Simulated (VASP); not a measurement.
Input of a VASP 6.6.1 run:

POSCAR

```
Si
1.0
    2.6205428149      0.0000000000      0.0000000000
   -1.3102714075      2.2694566494      0.0000000000
    0.0000000000      0.0000000000      2.4663543900
Si
1
Direct
    0.0000000000      0.0000000000      0.0000000000
```

INCAR.step1

```
PREC = Accurate
ENCUT = 520
EDIFF = 1E-7
ISMEAR = -1
SIGMA = 0.05
LREAL = F
LASPH = T
NELM = 80
ALGO = Normal
ISIF = 2
LWAVE = F
LCHARG = T
GGA = RE
```

File KPOINTS.step1:

```
regular mesh
0
Gamma
  12 12 11
```

INCAR.step2

```
PREC = Accurate
ENCUT = 520
EDIFF = 1E-7
ISMEAR = 0
SIGMA = 0.05
LREAL = F
LASPH = T
NELM = 80
ALGO = Normal
ISIF = 2
LWAVE = F
LCHARG = F
GGA = RE
ICHARG = 11
```

Contents of KPOINTS.step2:

```
path GMKGALHA,LM,KH
15
line-mode
reciprocal
 0.0000000000  0.0000000000  0.0000000000  G
 0.5000000000  0.0000000000  0.0000000000  M

 0.5000000000  0.0000000000  0.0000000000  M
 0.3333333333  0.3333333333  0.0000000000  K

 0.3333333333  0.3333333333  0.0000000000  K
 0.0000000000  0.0000000000  0.0000000000  G

 0.0000000000  0.0000000000  0.0000000000  G
 0.0000000000  0.0000000000  0.5000000000  A

 0.0000000000  0.0000000000  0.5000000000  A
 0.5000000000  0.0000000000  0.5000000000  L

 0.5000000000  0.0000000000  0.5000000000  L
 0.3333333333  0.3333333333  0.5000000000  H

 0.3333333333  0.3333333333  0.5000000000  H
 0.0000000000  0.0000000000  0.5000000000  A

 0.5000000000  0.0000000000  0.5000000000  L
 0.5000000000  0.0000000000  0.0000000000  M

 0.3333333333  0.3333333333  0.0000000000  K
 0.3333333333  0.3333333333  0.5000000000  H
```

Potentials or basis: VASP PAW PBE potentials, release 64 (Si).

Launch:

```bash
$ cat potpaw_PBE.64/Si/POTCAR > POTCAR
$ cp INCAR.step1 INCAR
$ cp KPOINTS.step1 KPOINTS
$ mpirun -np 1 vasp_std > vasp.out
$ cp INCAR.step2 INCAR
$ cp KPOINTS.step2 KPOINTS
$ mpirun -np 1 vasp_std > vasp.out
```

Task: Predict the band gap along the path.

Result: None (metal or under the smearing width).

Levels at the corners of the path, in eV from the Fermi level:
```tsv
point	band 1	band 2	band 3	band 4	band 5	band 6
Γ	-14.11	7.48	8.07	10.47	10.47	12.26
M	-7.59	-6.80	5.22	6.50	12.99	15.15
M	-7.59	-6.80	5.22	6.50	12.99	15.15
K	-5.66	-4.57	-4.57	14.03	15.48	17.31
K	-5.66	-4.57	-4.57	14.03	15.48	17.31
Γ	-14.11	7.48	8.07	10.47	10.47	12.26
Γ	-14.11	7.48	8.07	10.47	10.47	12.26
A	-9.20	-7.20	14.13	14.13	15.01	15.01
A	-9.20	-7.20	14.13	14.13	15.01	15.01
L	-2.92	-2.09	-1.83	1.46	8.91	12.43
L	-2.92	-2.09	-1.83	1.46	8.91	12.42
H	-0.99	-0.77	-0.77	1.16	3.80	3.80
H	-0.99	-0.77	-0.77	1.16	3.80	3.80
A	-9.20	-7.20	14.13	14.13	15.01	15.01
L	-2.92	-2.09	-1.83	1.46	8.91	12.43
M	-7.59	-6.80	5.22	6.50	12.99	15.15
K	-5.66	-4.57	-4.57	14.03	15.48	17.31
H	-0.99	-0.77	-0.77	1.16	3.80	3.80
```

Caveat: the log is that of the step along the path at fixed density, whose energy, stress, charges and moments have no meaning.
